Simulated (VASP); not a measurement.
# O on Co(0001): binding against coverage, part 6 of 12

Aim: adsorption energy and work function of O on Co(0001) from low coverage to a full layer.

VASP 6.6.1, plane waves and PAW; the level of theory is named at each step.

Still holding for the runs below: The magnetic state follows from one typed start and may not be the lowest.

So far. Step 7 (The vacuum level with the adsorbate, coverage 1/1 …): The vacuum level lies 6.70 eV above the Fermi level at the upper face; the two faces differ by 1.78 eV, the step that the slab's dipole of 0.053 e·Å makes. Step 8 (Relaxing the slab, cell 2 x 2, k-mesh 6×6×1): The run ended after 3 ionic steps, 0.078 eV below its first step, once the forces on the free atoms met EDIFFG = -0.03.

## (9) The vacuum level, cell 2 x 2, k-mesh 6×6×1

Level of this step: PBE, spin-polarised from a ferromagnetic start; plane waves and PAW (Co) (VASP).

File INCAR:

```
SYSTEM = Co
PREC = Normal
ENCUT = 440
EDIFF = 1E-06
NELM = 120
ISMEAR = 1
SIGMA = 0.15
LREAL = Auto
ALGO = Fast
GGA = PE
NBANDS = 116
ISPIN = 2
MAGMOM = 2 2 2 2 2 2 2 2 2 2 2 2 2 2 2 2
LASPH = .TRUE.
LMAXMIX = 4
LORBIT = 11
LWAVE = .FALSE.
LCHARG = .FALSE.
KPAR = 4
NCORE = 2
IDIPOL = 3
LDIPOL = .TRUE.
DIPOL = 0.5 0.5 0.5
LVHAR = .TRUE.
LVACPOTAV = .TRUE.
```

File POSCAR:

```
Co
1.0
    4.9784435704      0.0000000000      0.0000000000
    2.4892217852      4.3114586033      0.0000000000
    0.0000000000      0.0000000000     21.0421269460
Co
16
Selective dynamics
Direct
    0.8333333300      0.3333333300      0.3564278500  F F F
    0.3333333300      0.3333333300      0.3564278500  F F F
    0.8333333300      0.8333333300      0.3564278500  F F F
    0.3333333300      0.8333333300      0.3564278500  F F F
    0.0000000000      0.0000000000      0.4521426200  F F F
    0.5000000000      0.0000000000      0.4521426200  F F F
    0.0000000000      0.5000000000      0.4521426200  F F F
    0.5000000000      0.5000000000      0.4521426200  F F F
    0.8333333300      0.3333333300      0.5499334491  T T T
    0.3333333300      0.3333333300      0.5499334491  T T T
    0.8333333300      0.8333333300      0.5499334491  T T T
    0.3333333300      0.8333333300      0.5499334491  T T T
    0.0000000000      0.0000000000      0.6422156582  T T T
    0.5000000000      0.0000000000      0.6422156582  T T T
    0.0000000000      0.5000000000      0.6422156582  T T T
    0.5000000000      0.5000000000      0.6422156582  T T T
```

File KPOINTS:

```
Automatic mesh
0
Gamma
6 6 1
0 0 0
```

The projector-augmented-wave data sets are Co (PBE family, release 64).

Launch:

```console
$ mpirun -np 8 vasp_std
```

The program printed:

```text
[... set-up lines as in an earlier step ...]
 entering main loop
       N       E                     dE             d eps       ncg     rms          rms(c)
DAV:   1     0.108566957622E+04    0.10857E+04   -0.55121E+04  3248   0.117E+03
DAV:   2    -0.213256871258E+02   -0.11070E+04   -0.10227E+04  3248   0.287E+02
DAV:   3    -0.119640366971E+03   -0.98315E+02   -0.86226E+02  3420   0.121E+02
DAV:   4    -0.122500263030E+03   -0.28599E+01   -0.28387E+01  3540   0.240E+01
[...]
RMM:  34    -0.106852085919E+03   -0.43954E-04   -0.55373E-06  2940   0.423E-03    0.119E-02
RMM:  35    -0.106852092241E+03   -0.63220E-05   -0.13380E-06  2639   0.288E-03    0.891E-03
RMM:  36    -0.106852092445E+03   -0.20376E-06   -0.66368E-07  2532   0.184E-03
 [... a notice as in an earlier step ...]

   1 F= -.10685209E+03 E0= -.10685654E+03  d E =0.133511E-01  mag=    27.1780
```

It took 76 s on 8 MPI ranks of AMD EPYC 9R45, shared host; peak memory 2.8 GiB; 9.9 min of CPU time.

OUTCAR, selected parts (step 9):

```text
  Total       -5.8442324     -5.8442324     -3.1073395     -0.0000000      0.0000000      0.0000000
  in kB      -20.7314948    -20.7314948    -11.0227978     -0.0000000      0.0000000      0.0000000
  external PRESSURE =     -17.4952624 kB  Pullay stress =       0.0000000 kB

 POSITION                                       TOTAL-FORCE (eV/Angst)
 -----------------------------------------------------------------------------------
      4.97844      1.43715      7.50000        -0.000000     -0.000000      0.411806
      2.48922      1.43715      7.50000        -0.000000      0.000000      0.411806
      6.22305      3.59288      7.50000        -0.000000     -0.000000      0.411806
      3.73383      3.59288      7.50000        -0.000000      0.000000      0.411806
      0.00000      0.00000      9.51404        -0.000000     -0.000000     -0.442040
      2.48922      0.00000      9.51404         0.000000      0.000000     -0.442040
      1.24461      2.15573      9.51404         0.000000     -0.000000     -0.442040
      3.73383      2.15573      9.51404         0.000000     -0.000000     -0.442040
      4.97844      1.43715     11.57177        -0.000000      0.000000      0.006483
      2.48922      1.43715     11.57177        -0.000000     -0.000000      0.006483
      6.22305      3.59288     11.57177        -0.000000     -0.000000      0.006483
      3.73383      3.59288     11.57177        -0.000000      0.000000      0.006483
      0.00000      0.00000     13.51358        -0.000000      0.000000      0.023751
      2.48922      0.00000     13.51358        -0.000000      0.000000      0.023751
      1.24461      2.15573     13.51358        -0.000000      0.000000      0.023751
      3.73383      2.15573     13.51358        -0.000000      0.000000      0.023751
 -----------------------------------------------------------------------------------
    total drift:                               -0.000006     -0.000004      0.044759

  FREE ENERGIE OF THE ION-ELECTRON SYSTEM (eV)
  ---------------------------------------------------
  free  energy   TOTEN  =      -106.8520924450 eV

  energy  without entropy=     -106.8654435175  energy(sigma->0) =     -106.85654280

 magnetization (x)
# of ion       s       p       d       tot
------------------------------------------
    1       -0.012  -0.044   1.801   1.745
    2       -0.012  -0.044   1.801   1.745
    3       -0.012  -0.044   1.801   1.745
    4       -0.012  -0.044   1.801   1.745
    5       -0.013  -0.051   1.767   1.704
    6       -0.013  -0.051   1.767   1.704
    7       -0.013  -0.051   1.767   1.704
    8       -0.013  -0.051   1.767   1.704
    9       -0.013  -0.052   1.756   1.692
   10       -0.013  -0.052   1.756   1.692
   11       -0.013  -0.052   1.756   1.692
   12       -0.013  -0.052   1.756   1.692
   13       -0.012  -0.044   1.784   1.728
[...]
--------------------------------------------------
tot         -0.201  -0.762  28.436  27.472

[... 2 parts as in an earlier step ...]

[... 1 further part left out ...]
[key lines of the parts left out:]
E-fermi :   1.0214
```

Zero at the Fermi level. Planar average of the electrostatic potential against height:

```csv
height (Å),planar average of the electrostatic potential (eV)
0.0,4.95
0.5,4.98
1.0,4.98
1.5,4.98
2.0,4.98
2.5,4.98
3.0,4.98
3.5,4.98
4.0,4.97
4.5,4.95
5.0,4.89
5.5,4.67
6.0,3.88
6.5,1.12
7.0,-9.10
7.5,-22.2
8.0,-9.18
8.5,-0.915
9.0,-8.80
9.5,-22.2
10.0,-9.76
10.5,-0.669
11.0,-6.80
11.5,-22.0
12.0,-12.0
12.5,-1.65
13.0,-8.83
13.5,-22.1
14.0,-9.59
14.5,0.971
15.0,3.80
15.5,4.60
16.0,4.83
16.5,4.89
17.0,4.91
17.5,4.92
18.0,4.92
18.5,4.92
19.0,4.92
19.5,4.92
20.0,4.92
20.5,4.92
```

The vacuum level lies 4.91 eV above the Fermi level at the upper face; the two faces differ by 0.06 eV, the step that the slab's dipole of -0.008 e·Å makes.

The program found no field-free point at its default tolerance, but its printed level agrees with the flat part of the planar average.

## (10) Relaxing the adsorbate, coverage 1/4, k-mesh 6×6×1

This step: PBE, spin-polarised from a ferromagnetic start; plane waves and PAW (Co, O) (VASP 6.6.1).

System of this step: Co16O (Co(0001)). The cell holds 17 atoms: 16 Co and 1 O. Cell: a = 4.978 Å, b = 4.978 Å, c = 21.042 Å, α = 90.0°, β = 90.0°, γ = 60.0°. It derives from Co. 1 O over hcp sites of a 2 x 2 cell of Co(0001). Vacuum lies along c.

File INCAR:

```
SYSTEM = Co16O
PREC = Normal
ENCUT = 440
EDIFF = 1E-05
NELM = 120
ISMEAR = 1
SIGMA = 0.15
LREAL = Auto
ALGO = Fast
GGA = PE
NBANDS = 120
ISPIN = 2
MAGMOM = 2 2 2 2 2 2 2 2 2 2 2 2 2 2 2 2 0
LASPH = .TRUE.
LMAXMIX = 4
LORBIT = 11
LWAVE = .FALSE.
LCHARG = .FALSE.
KPAR = 4
NCORE = 2
IBRION = 2
NSW = 45
ISIF = 2
EDIFFG = -0.03
POTIM = 0.4
MAXMIX = 40
IDIPOL = 3
LDIPOL = .TRUE.
DIPOL = 0.5 0.5 0.512
```

File POSCAR:

```
Co16O
1.0
    4.9784435704      0.0000000000      0.0000000000
    2.4892217852      4.3114586033      0.0000000000
    0.0000000000      0.0000000000     21.0421269460
Co O
16 1
Selective dynamics
Direct
    0.8333333300      0.3333333300      0.3564278500  F F F
    0.3333333300      0.3333333300      0.3564278500  F F F
    0.8333333300      0.8333333300      0.3564278500  F F F
    0.3333333300      0.8333333300      0.3564278500  F F F
    0.0000000000      0.0000000000      0.4521426200  F F F
    0.5000000000      0.0000000000      0.4521426200  F F F
    0.0000000000      0.5000000000      0.4521426200  F F F
    0.5000000000      0.5000000000      0.4521426200  F F F
    0.8333333300      0.3333333300      0.5499334500  T T T
    0.3333333300      0.3333333300      0.5499334500  T T T
    0.8333333300      0.8333333300      0.5499334500  T T T
    0.3333333300      0.8333333300      0.5499334500  T T T
    0.0000000000      0.0000000000      0.6422156600  T T T
    0.5000000000      0.0000000000      0.6422156600  T T T
    0.0000000000      0.5000000000      0.6422156600  T T T
    0.5000000000      0.5000000000      0.6422156600  T T T
    0.3333333300      0.3333333300      0.6968679300  T T T
```

KPOINTS is that of step 9.

PAW data sets: Co and O (PBE family, release 64).

Launch:

```console
$ mpirun -np 8 vasp_std
```

The program printed:

```text
[banner, memory and clock lines left out]
running    8 mpi-ranks, on    1 nodes
[...]
LDA part: xc-table for (Slater+PW92), standard interpolation
 POSCAR, INCAR and KPOINTS ok, starting setup
[...]
entering main loop
       N       E                     dE             d eps       ncg     rms          rms(c)
DAV:   1     0.118731591406E+04    0.11873E+04   -0.57855E+04  3360   0.119E+03
DAV:   2     0.110313513497E+02   -0.11763E+04   -0.10841E+04  3360   0.294E+02
DAV:   3    -0.124164757585E+03   -0.13520E+03   -0.11837E+03  3760   0.129E+02
DAV:   4    -0.132086862160E+03   -0.79221E+01   -0.77453E+01  3688   0.319E+01
[...]
RMM:  42    -0.114377128311E+03   -0.38681E-04   -0.56619E-07  1374   0.195E-03    0.370E-03
RMM:  43    -0.114377151713E+03   -0.23402E-04   -0.57278E-07  1550   0.193E-03    0.277E-03
RMM:  44    -0.114377153837E+03   -0.21242E-05   -0.72881E-08   898   0.140E-03
   1 F= -.11437715E+03 E0= -.11438190E+03  d E =-.114377E+03  mag=    27.1292
[... from here on, the cycles between the ionic steps are left out ...]
   2 F= -.11443278E+03 E0= -.11443694E+03  d E =-.556310E-01  mag=    27.1344
   3 F= -.11443390E+03 E0= -.11443795E+03  d E =-.567462E-01  mag=    27.1322
   4 F= -.11444703E+03 E0= -.11445099E+03  d E =-.131270E-01  mag=    27.1073
   5 F= -.11444815E+03 E0= -.11445210E+03  d E =-.142529E-01  mag=    27.0970
   6 F= -.11444943E+03 E0= -.11445340E+03  d E =-.127609E-02  mag=    27.0974
   7 F= -.11445007E+03 E0= -.11445407E+03  d E =-.191845E-02  mag=    27.0968
   8 F= -.11444993E+03 E0= -.11445397E+03  d E =-.177511E-02  mag=    27.0952
   9 F= -.11445029E+03 E0= -.11445430E+03  d E =-.213226E-02  mag=    27.0958
  10 F= -.11445059E+03 E0= -.11445461E+03  d E =-.306632E-03  mag=    27.1004
 trial-energy change:   -0.000307  1 .order   -0.000289   -0.000423   -0.000156
 step:   2.3139(harm=  2.3139)  dis= 0.00647  next Energy=  -114.450620 (dE=-0.335E-03)
 reached required accuracy - stopping structural energy minimisation
```

Wall time 3.9 min (8 MPI ranks); peak memory 3 GiB; 31 min of CPU time.

From OUTCAR (step 10):

```text
  Total       -3.2152206     -3.2152206     -3.1616215      0.0000000      0.0000000      0.0000000
  in kB      -11.4054892    -11.4054892    -11.2153547      0.0000000      0.0000000      0.0000000
  external PRESSURE =     -11.3421110 kB  Pullay stress =       0.0000000 kB

 POSITION                                       TOTAL-FORCE (eV/Angst)
 -----------------------------------------------------------------------------------
      4.97844      1.43715      7.50000         0.000000      0.008707      0.374150
      2.48922      1.43715      7.50000         0.000000      0.000000      0.453778
      6.22305      3.59288      7.50000        -0.007540     -0.004353      0.374150
      3.73383      3.59288      7.50000         0.007540     -0.004353      0.374150
      0.00000      0.00000      9.51404         0.000000      0.000000     -0.260721
      2.48922      0.00000      9.51404         0.000000      0.006686     -0.463344
      1.24461      2.15573      9.51404         0.005790     -0.003343     -0.463344
      3.73383      2.15573      9.51404        -0.005790     -0.003343     -0.463344
      4.97844      1.43726     11.56787         0.000000     -0.007827     -0.008245
      2.48922      1.43715     11.55209         0.000000      0.000000      0.001826
      6.22296      3.59283     11.56787         0.006779      0.003914     -0.008245
      3.73393      3.59283     11.56787        -0.006779      0.003914     -0.008245
      0.00000      0.00000     13.47344         0.000000      0.000000      0.011585
      4.97844      4.26913     13.54937         0.000000      0.016088      0.022098
[...]
-----------------------------------------------------------------------------------
    total drift:                                0.000042      0.000024      0.028549

  FREE ENERGIE OF THE ION-ELECTRON SYSTEM (eV)
  ---------------------------------------------------
  free  energy   TOTEN  =      -114.4505918671 eV

  energy  without entropy=     -114.4626540934  energy(sigma->0) =     -114.45461261

 magnetization (x)
# of ion       s       p       d       tot
------------------------------------------
    1       -0.010  -0.042   1.814   1.762
    2       -0.009  -0.043   1.836   1.785
    3       -0.010  -0.042   1.814   1.762
    4       -0.010  -0.042   1.814   1.762
    5       -0.012  -0.048   1.749   1.689
    6       -0.013  -0.050   1.783   1.720
    7       -0.013  -0.050   1.783   1.720
    8       -0.013  -0.050   1.783   1.720
    9       -0.014  -0.052   1.722   1.657
   10       -0.015  -0.052   1.842   1.776
   11       -0.014  -0.052   1.722   1.657
   12       -0.014  -0.052   1.722   1.657
   13       -0.017  -0.031   1.853   1.804
[...]
--------------------------------------------------
tot         -0.179  -0.582  28.097  27.337

[... 2 parts as in an earlier step ...]

[... 2 further parts left out ...]
[key lines of the parts left out:]
E-fermi :   0.9897
```

Step by step:

```csv
step,energy less that of the first step (eV),largest force (eV/Å)
1,0.0000,0.8526
2,-0.0556,0.3017
3,-0.0567,0.3884
4,-0.0699,0.1179
5,-0.0710,0.1004
6,-0.0723,0.0673
7,-0.0729,0.0605
8,-0.0728,0.0865
9,-0.0731,0.0696
10,-0.0734,0.0273
```

The atoms that moved most (Å):

```csv
atom,dx,dy,dz,length
Co16,0.037,0.021,0.036,0.055
Co15,-0.037,0.021,0.036,0.055
Co14,0.000,-0.042,0.036,0.055
Co13,0.000,0.000,-0.040,0.040
Co10,0.000,0.000,-0.020,0.020
```

The relaxed structure:

```xyz
17
Lattice="4.9784 0.0000 0.0000 2.4892 4.3115 0.0000 0.0000 0.0000 21.0421" Properties=species:S:1:pos:R:3
Co    4.9784    1.4372    7.5000
Co    2.4892    1.4372    7.5000
Co    6.2231    3.5929    7.5000
Co    3.7338    3.5929    7.5000
Co    0.0000    0.0000    9.5140
Co    2.4892    0.0000    9.5140
Co    1.2446    2.1557    9.5140
Co    3.7338    2.1557    9.5140
Co    4.9784    1.4373   11.5679
Co    2.4892    1.4372   11.5521
Co    6.2230    3.5928   11.5679
Co    3.7339    3.5928   11.5679
Co    0.0000    0.0000   13.4734
Co    2.4892   -0.0423   13.5494
Co    1.2080    2.1769   13.5494
Co    3.7705    2.1769   13.5494
O     2.4892    1.4372   14.6638
```

Spin moment in the PAW sphere by atom:

```csv
atom,spin moment in the PAW sphere (μB)
Co1,1.76
Co2,1.78
Co3,1.76
Co4,1.76
Co5,1.69
Co6,1.72
Co7,1.72
Co8,1.72
Co9,1.66
Co10,1.78
Co11,1.66
Co12,1.66
Co13,1.80
Co14,1.58
Co15,1.58
Co16,1.58
O17,0.11
```

The run ended after 10 ionic steps, 0.073 eV below its first step, once the forces on the free atoms met EDIFFG = -0.03.

(Part 6 of 12 ends here.)

[Lines on the potential files, build, host, timing and source positions are cut from VASP's logs without a mark.]

[Logs are printed without paths, hosts, clocks, repeated set-up lines and the standing remarks that a program may print on its own settings, such as how far it seeks lower states.]

[Hosts, paths, dates, database ids (printed as entryN), source tags and the programs' standing remarks are cut or masked in the printed files.]

[Runs that stopped without an error message from VASP are left out.]
